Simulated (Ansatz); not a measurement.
# How well the gap of Ga8P7N (quasi-random alloy, started on the GaP lattice) (Fmm2) can be computed

Wanted: the gap of Ga8P7N (quasi-random alloy, started on the GaP lattice) (Fmm2) by functionals, hybrids and G0W0, carried to the basis limit, with what remains uncertain.

Program: Ansatz 0.2.0. Level of theory: density functionals, hybrids, G0W0, plane waves, PAW. Results are calculated unless marked as measured.

**1. Set-up**

The structure is orthorhombic, space group Fmm2 (No. 42). Conventional cell: a = 14.895 Å, b = 14.919 Å, c = 10.536 Å, α = 90.00°, β = 90.00°, γ = 90.00°. Nearest to Ga lie 4 P at 2.29 to 2.34 Å. Nearest to Ga lie 1 N at 2.02 Å and 3 P at 2.34 to 2.38 Å. Ga has 1 N at 1.99 Å and 3 P at 2.32 to 2.36 Å nearest. Nearest to Ga lie 4 P at 2.31 Å. It derives from GaP. Farther neighbours and most contacts between anions are not listed.

The structure was relaxed with LDA. The runs that relaxed it are not among those shown. The default PAW set here is soft_2. Its files were made with PBE.

**2. LDA bands**

Levels along a band path, at the cheap level, show where the edges lie and whether the meshes to come will hold them.

This step: DFT, LDA, plane waves, PAW.

Contents of input.yaml:

```yaml
crystal:
  lattice:
    - [-5.2660428084, 5.2678444574, -5.2660428084]
    - [5.2660428084, 5.2678444574, 5.2660428084]
    - [5.2747302501, -5.2678444574, -5.2747302501]
  atoms:
    - { symbol: Ga, position: [0.0015270172, 8.75985e-05, -0.0023266188] }
    - { symbol: Ga, position: [0.2865796294, 0.4951309609, 0.25] }
    - { symbol: Ga, position: [0.5024142173, 0.0038536359, 0.5023266188] }
    - { symbol: Ga, position: [0.7475169447, 0.4975169447, 0.7540250013] }
    - { symbol: Ga, position: [0.7543596104, 0.2535919636, 0.0339345205] }
    - { symbol: Ga, position: [0.000542313, 0.750542313, 0.25] }
    - { symbol: Ga, position: [0.2538536359, 0.2524142173, 0.5023266188] }
    - { symbol: Ga, position: [0.4940945477, 0.7440945477, 0.75] }
    - { symbol: Ga, position: [0.5035919636, 0.5043596104, 0.0339345205] }
    - { symbol: Ga, position: [0.7451309609, 0.0365796294, 0.25] }
    - { symbol: Ga, position: [-0.0295749101, 0.4696574431, 0.4660654795] }
    - { symbol: Ga, position: [0.2434919433, -0.0065080567, 0.7459749987] }
    - { symbol: Ga, position: [0.2500875985, 0.7515270172, -0.0023266188] }
    - { symbol: Ga, position: [0.5286297591, 0.2786297591, 0.25] }
    - { symbol: Ga, position: [0.7196574431, 0.7204250899, 0.4660654795] }
    - { symbol: Ga, position: [-0.0059054523, 0.2440945477, 0.75] }
    - { symbol: P, position: [0.0057900185, 0.2563778816, 0.0108222568] }
    - { symbol: P, position: [0.2550077667, 0.7435736099, 0.25] }
    - { symbol: P, position: [0.5042370809, 0.2542370809, 0.4915179115] }
    - { symbol: P, position: [0.7444590371, 0.745213428, 0.7398313719] }
    - { symbol: P, position: [0.745779037, 0.495779037, 0.0087084109] }
    - { symbol: P, position: [-0.0064263901, 0.0050077667, 0.25] }
    - { symbol: P, position: [0.2449677617, 0.4955556249, 0.4891777432] }
    - { symbol: P, position: [0.505382056, 0.0046276651, 0.7601686281] }
    - { symbol: P, position: [0.5063778816, 0.7557900185, 0.0108222568] }
    - { symbol: "N", position: [0.745410079, 0.2578319362, 0.25] }
    - { symbol: P, position: [-0.0129293739, 0.7370706261, 0.4912915891] }
    - { symbol: P, position: [0.2546276651, 0.255382056, 0.7601686281] }
    - { symbol: P, position: [0.2627191693, 0.0127191693, 0.0084820885] }
    - { symbol: "N", position: [0.5078319362, 0.495410079, 0.25] }
    - { symbol: P, position: [0.7455556249, -0.0050322383, 0.4891777432] }
    - { symbol: P, position: [-0.004786572, 0.4944590371, 0.7398313719] }
kpoints:
  mp_grid: { grid: [4, 4, 4] }
  band_path:
    path:
      - [[0.0, 0.0, 0.0], [0.5, 0.0, 0.0]]
      - [[0.0, 0.5, 0.0], [0.0, 0.0, 0.0], [0.0, 0.0, 0.5]]
      - [[0.5, 0.5, 0.5], [0.0, 0.0, 0.0]]
    npoints: 10
hamiltonian:
  xc: lda
scf:
  occupations: { method: fermi_dirac, width: 0.02 }
  n_extra_bands: 14
output:
  eigenvalues: true
  write_density: true
  write_potential: true
  elf: true
  volumetric_format: npy
```

Launch:

```bash
ansatz run input.yaml --threads 3 --pin off --max-ram 92160MiB --backend cuda --events-out ev --progress --plain --runs-dir out --devices 1 --max-vram 13GiB  # rebuilt from the run's record
```

Numbers of over 12 decimals in the logs are rounded to 6 here.

What it wrote:

```text
scf.n_extra_bands = 14 over 144 filled bands (N_el = 288.0): the run solves 158 bands
GPUs: using 1 of 1 available (devices: 1).
Engine: ansatz 0.2.0, x86_64-unknown-linux-gnu
Pseudopotentials: kind: paw
Pseudopotential: Ga, paw, valence charge 13, recommended cutoff 420 eV (normal), Ga.paw.azcp
Pseudopotential: P, paw, valence charge 5, recommended cutoff 420 eV (normal), P.paw.azcp
Pseudopotential: N, paw, valence charge 5, recommended cutoff 420 eV (normal), N.paw.azcp
Functional definition: SPW92
  exchange = slater_x
  correlation = pw_c
device memory: the entry about to start is reckoned to put 8.8 GiB on a device that reports 62.4 GiB free (of which the cap on the GPU budget leaves the run 13.0 GiB)
GPU FFT provider: cuFFT
GPU libraries: cuBLAS 13.8.2, cuFFT 12.4.0, cuSOLVER 12.3.4
Crystal: 32 atoms, lattice volume = 585.299 Å³
Basis set: ecut = 420 eV, 11449 PW (Γ)
Bands: 158, of which v1, the nominal top of the filled ones, is band 144 counted from 1 (143 counted from 0)
Symmetry: 4 space group operations
Space group: Fmm2 (ITA 42), of the structure as read, at distance tolerance 8.4e-5 Å
k-points: 18 of 64 (time reversal used)
Non-local potential: Ga, projectors of the file, l = 0: 2, l = 1: 2, l = 2: 3, l = 3: 1
Non-local potential: P, projectors of the file, l = 0: 2, l = 1: 2, l = 2: 2
Non-local potential: N, projectors of the file, l = 0: 2, l = 1: 2, l = 2: 1
PAW form: soft (Blöchl's): semilocal exchange-correlation on the pseudo side does not see the compensation charge
PAW frozen core: Ga, regenerated for the run's functional, and the local potential with it (the file was generated under x = pbe(κ = 0.804, μ = 0.219515), c = pbe(β = 0.066725))
PAW frozen core: P, regenerated for the run's functional, and the local potential with it (the file was generated under x = pbe(κ = 0.804, μ = 0.219515), c = pbe(β = 0.066725))
PAW frozen core: N, regenerated for the run's functional, and the local potential with it (the file was generated under x = pbe(κ = 0.804, μ = 0.219515), c = pbe(β = 0.066725))
PAW one-centre angular grid: Ga, 590 points (default); XC on 64 Gauss nodes
PAW one-centre angular grid: P, 110 points (default); XC on 64 Gauss nodes
PAW one-centre angular grid: N, 110 points (default); XC on 64 Gauss nodes
Initial density: superposition of atomic densities (neutral atoms: chi_scale 0, normalization atom), corrected by the library's trained network
Initial wavefunctions: pseudopotential atomic-orbital guess
GPU buffer pool allocated for 262144 grid points (all kernels)
GPU transforms: local potential and band sums: pruned to the plane-wave sphere, on 64×64×64
Functional: x = slater, c = lda
SCF iter   1: F=—  HF=-70234.925045 eV  |F-HF|=—  |Δ(HF+E_count)|=         —  Δρ=7.80e-3  dr2=3.18e-1  ethr=1.77e-3  ⟨swp⟩=7.9  Hψ=11847  notcnv=0  defer=4
preconditioner: auto → Resta (q_TF=auto, 2.424 Å⁻¹)  ε∞=4.9  [insulator: Δε(μ)=0.674 eV  Ē_g=13.214 eV  σ=0.020 eV  W_gap=1.00  n_scr=140 (ndim 8)  ℏωp=26.0 eV  f_vac=0.004  D(μ)=0.00/eV (n_scr^D=0)  ε∞_Penn≈4.9]
SCF iter   2: F=—  HF=-70234.847777 eV  |F-HF|=—  |Δ(HF+E_count)|=   7.73e-2  Δρ=3.48e-3  dr2=6.64e-2  ethr=1.10e-4  ⟨swp⟩=2.9  Hψ=6220  notcnv=0  defer=145
SCF iter   3: F=—  HF=-70234.834480 eV  |F-HF|=—  |Δ(HF+E_count)|=   1.33e-2  Δρ=1.77e-3  dr2=1.85e-2  ethr=2.31e-5  ⟨swp⟩=3.1  Hψ=5501  notcnv=0  defer=145
SCF iter   4: F=—  HF=-70234.831405 eV  |F-HF|=—  |Δ(HF+E_count)|=   3.08e-3  Δρ=4.12e-4  dr2=8.13e-4  ethr=6.41e-6  ⟨swp⟩=2.4  Hψ=5387  notcnv=0  defer=145
SCF iter   5: F=—  HF=-70234.830235 eV  |F-HF|=—  |Δ(HF+E_count)|=   1.17e-3  Δρ=1.52e-4  dr2=1.37e-4  ethr=2.82e-7  ⟨swp⟩=2.8  Hψ=5427  notcnv=0  defer=145
SCF iter   6: F=—  HF=-70234.830189 eV  |F-HF|=—  |Δ(HF+E_count)|=   4.67e-5  Δρ=4.58e-5  dr2=1.68e-5  ethr=4.77e-8  ⟨swp⟩=2.1  Hψ=5286  notcnv=0  defer=145
SCF iter   7: F=—  HF=-70234.830904 eV  |F-HF|=—  |Δ(HF+E_count)|=   7.15e-4  Δρ=1.61e-5  dr2=1.67e-6  ethr=5.83e-9  ⟨swp⟩=2.0  Hψ=5419  notcnv=0  defer=145
SCF iter   8: F=-70234.830904 eV  HF=-70234.830904 eV  |F-HF|=7.17e-8  |Δ(HF+E_count)|=   9.47e-8  Δρ=3.75e-6  dr2=9.58e-8  ethr=3.47e-11  ⟨swp⟩=9.9  Hψ=13740  notcnv=0
SCF 1 converged in 8 iterations: F = -70234.830904 eV  dr2 = 9.58e-8
[...]
device memory: the entry about to start is reckoned to put 6.8 GiB on a device that reports 50.3 GiB free (of which the cap on the GPU budget leaves the run 13.0 GiB)
NSCF: frozen V_eff on 43 k-points
SCF converged after 8 iterations
Free energy (F): -70234.830904 eV
Harris-Foulkes:  -70234.830904 eV  (|F-HF|=7.17e-8)
Internal energy: -70234.830904 eV  (E = F + TS)
E sigma→0 (E₀):  -70234.830904 eV
Fermi energy:    8.103584 eV
--- Per-component energies (eV) ---
  E_band       = -837.440825
  E_kinetic    = 3120.729226
  E_local      = -35006.880119  (includes V_loc(G=0)·N_el)
  E_nonlocal   = 7423.939964
  E_hartree    = 16182.674481
  E_xc         = -2085.551773
  E_vxc        = -1953.972337  (∫ρ·V_xc dr)
  E_paw        = -38407.457853  (= ΣΔE_a)
  E_vpaw       = -6786.611094  (= ΣTr[D̂ρ^β])
  E_aug_tail   = -0.001782  (compensation charges beyond the density's cutoff)
  E_ewald      = -21491.741736
  E_core_change = 29.458687  (= ΣΔE_core)
  E_smearing   = -0.000000  (= −TS)
  E_closure    = 0.000000  (closes the sum)
  Σ components = -70234.830904   (vs F -70234.830904, Δ=0.00e0)
--- Band table (eV; the first three rows and the last of 18) ---
  k-point 0: bands = [... 140 lower, 6.7186, 7.6228, 7.7074, 7.7288, 8.4594, 9.0247, 9.0288, 9.4396, ... 10 higher]
  k-point 1: bands = [... 140 lower, 6.6764, 6.9919, 7.3343, 7.7113, 8.9971, 9.3686, 9.3920, 9.7737, ... 10 higher]
  k-point 2: bands = [... 140 lower, 6.4367, 6.4597, 7.0998, 7.6977, 9.2006, 9.9901, 10.0341, 10.1024, ... 10 higher]
  k-point 17: bands = [... 140 lower, 6.6494, 6.6558, 6.7761, 6.7970, 8.8985, 8.9426, 9.6587, 9.7336, ... 10 higher]
```

Elapsed: 17 s, on 1 × NVIDIA H100 80GB HBM3 (shared by 6 runs) with 3 threads of AMD EPYC 7R13 (Zen 3), shared host; peak memory 1.6 GiB; 27 s of CPU time.

In the SCF lines HF is the Harris–Foulkes energy and dr2 the Hartree energy of the density residual, in eV; the loop may stop once dr2 is under the threshold and the program's other checks hold. Hψ counts applications of the Hamiltonian.

Numbers from this step:

```yaml
filled_bands: 144
gap: 0.7306 eV
valence_top_at: Γ
conduction_bottom_at: Γ
least_direct_gap: 0.7306 eV
```

In a supercell the zone is folded, so edges from different points of the primitive zone can meet at one k.

The electronic bands at the labelled points (eV, zero at the top of the highest nominally filled band):

```
    point  band 141  band 142  band 143  band 144  band 145  band 146  band 147  band 148
        Γ     -1.01     -0.11     -0.02      0.00      0.73      1.30      1.30      1.71
  halfway     -1.00     -0.74     -0.43     -0.08      1.30      1.58      1.67      2.07
        X     -1.28     -1.27     -0.64     -0.13      1.71      1.78      2.18      2.26
jump to Y     -1.28     -1.27     -0.64     -0.13      1.71      1.78      2.18      2.26
  halfway     -1.00     -0.74     -0.43     -0.08      1.30      1.58      1.67      2.07
        Γ     -1.01     -0.11     -0.02      0.00      0.73      1.30      1.30      1.71
  halfway     -1.05     -0.74     -0.39     -0.02      1.27      1.64      1.66      2.04
        Z     -1.29     -1.27     -0.63     -0.03      1.47      2.26      2.31      2.37
jump to R     -1.08     -1.07     -0.95     -0.93      1.17      1.21      1.93      2.00
  halfway     -0.59     -0.50     -0.47     -0.45      1.04      1.62      2.17      2.20
        Γ     -1.01     -0.11     -0.02      0.00      0.73      1.30      1.30      1.71
```

ELF in the ac plane at fractional y = 0.252, with atoms of Ga and P and N within 0.2 Å of it. It is the smooth field of the valence electrons, not physical close to the nuclei.

Ten even steps from '_' (0.01) to '@' (0.89), each cell a mean:
```
::**##++..____________________..::::....::--##@@##::
@@@@**--....::--==--::..______..::::::::::--**%%%%@@
##**==::::==++**####++::______..::::::....::==##%%@@
--::::--**######%%%%**::________......______--++++==
__..::++@@##::..++%%**::____________________::--::..
..__--##@@++____==##++..____________________::::..__
__..==%%@@==::==%%##==..__________________..::::..__
::--++%%%%%%@@@@%%**::____..::::::..______..::::::::
::::==**##%%%%##++--::::--==++**++--..____..::::::::
......--++++==--::::==****####%%##==..______..::::..
______::--::..__..--**%%##--++%%##==..______________
____..::::....__..==%%@@::__..**##--________________
____..::::______::**@@##..__==##**::________________
____::::::::::::--##@@%%**##@@%%++..______....______
____..::::::::::--**##%%@@@@%%**--....::----::..____
____....::::......--++####++==--::::++######++::____
__________________..------::..::::**%%####%%**::____
__________________..::::..____..--%%##--++%%++::____
__________________..::::______::++@@**==####==..____
::------::..______..::::....::::++%%%%%%%%++::....::
****##**==..______::::::::::::::==****++--::::--++**
####%%##++..______..::::::......::::::......::++%%%%
..--####==..________......______..::..____..--%%@@**
__..****--____________________..::::______::++@@%%..
```
Columns run along a (9.1 Å), rows up along c (9.1 Å). Atoms in or near the plane, at fractional coordinates: Ga at (0.75, 0.03), Ga at (0.25, 0.50), Ga at (0.53, 0.25), Ga at (0.99, 0.75), P at (0.01, 0.01), P at (0.50, 0.49), N at (0.75, 0.25), P at (0.25, 0.76).

Electrostatic potential energy in the ac plane at fractional y = 0.252, with atoms of Ga and P and N within 0.2 Å of it. With pseudopotentials it is smooth inside the atoms' cores, unlike the true potential.

Values in eV, 13 rows by 16 columns, each cell a mean:
```
-30   0  10  11  11  11  11  11  11  10   1 -10  -7   4  -2 -34
 -2   3   9   7  -1   3   9  11  12  11   9   8   9  10   8   1
-15 -10   1 -28 -47 -22   7  11  12  12  11  11  12  11   3 -12
-14  -4  -4 -42 -41  -7  10  12  12  11  11  11  11   9  -4 -15
  2   9   6  -2  -1   5  10  10   8   9  10  11  11  10   4  -2
 11  11   7  -7 -13  -9   5  -7 -27 -10   8  11  12  11  10  10
 11  10  -2 -15 -15  -9  -3 -44 -51 -19   8  11  12  11  11  11
 11  10   2  -8  -5   5   1 -22 -17   4  10  11  11  10  10  10
 11  11  10   9  10  11   9   3  -5  -3   7   5  -3   6  10  11
 12  12  11  11  11  11   5 -12 -15 -13   0 -35 -43   0  11  11
 10  10  11  11  11  10   2 -14 -14  -3   4 -17  -9   6  10  11
-12  -3   8  11  11  11   8   4   5   9   7  -5 -12  -8   6   2
-51 -22   7  11  12  11  11  10  11   9  -2 -15 -15 -10   0 -37
```
Columns run along a (9.1 Å; values clipped at the 3rd and 97th percentile), rows up along c (9.1 Å). Atoms in or near the plane, at fractional coordinates: Ga at (0.75, 0.03), Ga at (0.25, 0.50), Ga at (0.53, 0.25), Ga at (0.99, 0.75), P at (0.01, 0.01), P at (0.50, 0.49), N at (0.75, 0.25), P at (0.25, 0.76).

**3. LDA+SOC**

Spin-orbit coupling can split or shift the edges; a non-collinear run measures by how much.

This step: DFT, LDA with spin-orbit coupling, plane waves, PAW.

input.yaml: that of step 2 with these lines changed.

```diff
@@ -42,6 +42,8 @@
     path:
-      - [[0.0, 0.0, 0.0], [0.5, 0.0, 0.0]]
-      - [[0.0, 0.5, 0.0], [0.0, 0.0, 0.0], [0.0, 0.0, 0.5]]
-      - [[0.5, 0.5, 0.5], [0.0, 0.0, 0.0]]
-    npoints: 10
+      - [0.0, 0.0, 0.0]
+      - [0.5, 0.0, 0.0]
+      - [0.0, 0.5, 0.0]
+      - [0.0, 0.0, 0.5]
+      - [0.5, 0.5, 0.5]
+    npoints: 1
 hamiltonian:
@@ -50,3 +52,6 @@
   occupations: { method: fermi_dirac, width: 0.02 }
-  n_extra_bands: 14
+  n_extra_bands: 28
+magnetization:
+  noncollinear: true
+  spin_orbit: true
 output:
```

What it wrote:

```text
[...]
GPUs: using 1 of 1 available (devices: 1).
[...]
non-collinear run that drives no moment, with spin-orbit: no starting moment large enough to seed its density (crystal.atoms[].spin), no starting occupations that ask for one, no magnetisation constraint and no magnetic field, so the semilocal B_xc is pinned to zero
GPU FFT provider: cuFFT
[...]
k-point 0: bands = [... 284 lower, 7.7046, 7.7046, 7.7457, 7.7457, 8.4595, 8.4595, 9.0245, 9.0245, ... 24 higher]
  k-point 1: bands = [... 284 lower, 7.3222, 7.3424, 7.7111, 7.7137, 8.9965, 8.9973, 9.3608, 9.3723, ... 24 higher]
  k-point 2: bands = [... 284 lower, 7.0998, 7.0998, 7.6974, 7.6974, 9.2002, 9.2002, 9.9891, 9.9891, ... 24 higher]
  k-point 17: bands = [... 284 lower, 6.7814, 6.7814, 6.8032, 6.8032, 8.8985, 8.8985, 8.9426, 8.9426, ... 24 higher]
[key lines of the parts left out:]
SCF converged after 10 iterations
Magnetization: |M| = 0.0000 μB,  M = (+0.0000, +0.0000, +0.0000) μB
Free energy (F): -70236.055007 eV
Fermi energy:    8.107808 eV
```

Run time: 20 s. Hardware: 1 × NVIDIA H100 80GB HBM3 (shared by 6 runs) with 3 threads; peak memory 3.7 GiB; 33 s of CPU time.

Numbers from this step:

- gap: 0.7139 eV
- valence top at: Γ
- conduction bottom at: Γ
- least direct gap: 0.7139 eV

The gap stands −0.02 eV against LDA.

**4. r2SCAN**

r2SCAN sits between gradient functionals and hybrids in what it does to gaps, at little more than semilocal cost.

This step: DFT, r2SCAN, plane waves, PAW.

input.yaml: that of step 3 with these lines changed.

```diff
@@ -49,9 +49,6 @@
 hamiltonian:
-  xc: lda
+  xc: r2scan
 scf:
-  occupations: { method: fermi_dirac, width: 0.02 }
-  n_extra_bands: 28
-magnetization:
-  noncollinear: true
-  spin_orbit: true
+  occupations: { method: fixed }
+  n_extra_bands: 14
 output:
```

What it wrote:

```text
[...]
GPUs: using 1 of 1 available (devices: 1).
[...]
GPU FFT provider: cuFFT
GPU libraries: cuBLAS 13.8.2, cuFFT 12.4.0, cuSOLVER 12.3.4
Crystal: 32 atoms, lattice volume = 585.299 Å³
Basis set: ecut = 500 eV, 14771 PW (Γ), exchange–correlation on 288×288×288 points (64 copies of the dense FFT grid, shifted against one another)
[...]
--- Band table (eV; the first three rows and the last of 18) ---
  k-point 0: bands = [... 140 lower, 6.7549, 7.6975, 7.7843, 7.8068, 8.9770, 9.4804, 9.5164, 9.9764, ... 10 higher]
  k-point 1: bands = [... 140 lower, 6.7796, 7.0454, 7.4066, 7.7880, 9.4620, 9.8289, 9.8805, 10.3063, ... 10 higher]
  k-point 2: bands = [... 140 lower, 6.4733, 6.5029, 7.1644, 7.7716, 9.6627, 10.4657, 10.5403, 10.6300, ... 10 higher]
  k-point 17: bands = [... 140 lower, 6.6890, 6.6957, 6.8142, 6.8344, 9.4278, 9.4836, 10.2616, 10.3332, ... 10 higher]
[key lines of the parts left out:]
SCF converged after 9 iterations
Free energy (F): -72057.053839 eV
Fermi energy:    7.806821 eV
```

Wall time 13 s (1 × NVIDIA H100 80GB HBM3 (shared by 6 runs) with 3 threads); peak memory 2.7 GiB; 23 s of CPU time.

This step gave:

```
gap                  : 1.170 eV
valence top at       : Γ
conduction bottom at : Γ
least direct gap     : 1.170 eV
```

The gap stands +0.44 eV against LDA.

**5. HSE06**

HSE06 mixes in a quarter of exact exchange at short range. Exchange couples all pairs of k points, which makes a full band path dear, so levels are read on the mesh and at chosen points.

This step: DFT, HSE06, plane waves, PAW.

input.yaml: that of step 4 with these lines changed.

```diff
@@ -39,3 +39,3 @@
 kpoints:
-  mp_grid: { grid: [4, 4, 4] }
+  mp_grid: { grid: [2, 2, 2] }
   band_path:
@@ -49,3 +49,3 @@
 hamiltonian:
-  xc: r2scan
+  xc: hse06
 scf:
```

What it wrote:

```text
[...]
GPUs: using 1 of 1 available (devices: 1).
[...]
davidson cushion auto → on  (no smearing: the cushion is to keep the highest requested band from converging to the state above it; pin scf.eigensolver.cushion to override)
[...]
GPU FFT provider: cuFFT
GPU libraries: cuBLAS 13.8.2, cuFFT 12.4.0, cuSOLVER 12.3.4
Crystal: 32 atoms, lattice volume = 585.299 Å³
Basis set: ecut = 420 eV, 11449 PW (Γ)
[...]
Fermi energy:    7.540252 eV
[...]
--- Band table (eV; the first three rows and the last of 5) ---
  k-point 0: bands = [... 140 lower, 6.4604, 7.4259, 7.5169, 7.5403, 9.1644, 9.6215, 9.6281, 10.1718, ... 10 higher]
  k-point 1: bands = [... 140 lower, 6.1698, 6.2020, 6.8723, 7.5122, 9.8884, 10.7057, 10.7067, 10.8583, ... 10 higher]
  k-point 2: bands = [... 140 lower, 6.1781, 6.1928, 6.8671, 7.4066, 10.1262, 10.2292, 10.6586, 10.6800, ... 10 higher]
  k-point 4: bands = [... 140 lower, 6.3834, 6.3878, 6.5172, 6.5361, 9.6593, 9.7143, 10.4962, 10.5694, ... 10 higher]
[key lines of the parts left out:]
Free energy (F): -71902.710150 eV
```

Wall time 97 s (1 × NVIDIA H100 80GB HBM3 (shared by 6 runs) with 3 threads); peak memory 2.2 GiB; 3.5 min of CPU time.

Numbers from this step:

| Quantity | Value |
| --- | --- |
| gap | 1.624 eV |
| valence top at | Γ |
| conduction bottom at | Γ |
| least direct gap | 1.624 eV |

The gap stands +0.89 eV against LDA.

[end of part 1 of 2]

[Paths, hosts, dates, memory and timing lines, banners, echoed tables and standing remarks are left out of the program output.]

[Logs are printed without paths, hosts, clocks, repeated set-up lines and the standing remarks that a program may print on its own settings, such as how far it seeks lower states.]

[Runs of the session that timed out or met a known fault of the program may be left out.]

[Cells called generated may have been cut or substituted from an entry of the Crystallography Open Database or the Materials Project.]

[Hosts, paths, dates, database ids (printed as entryN), source tags and the programs' standing remarks are cut or masked in the printed files.]
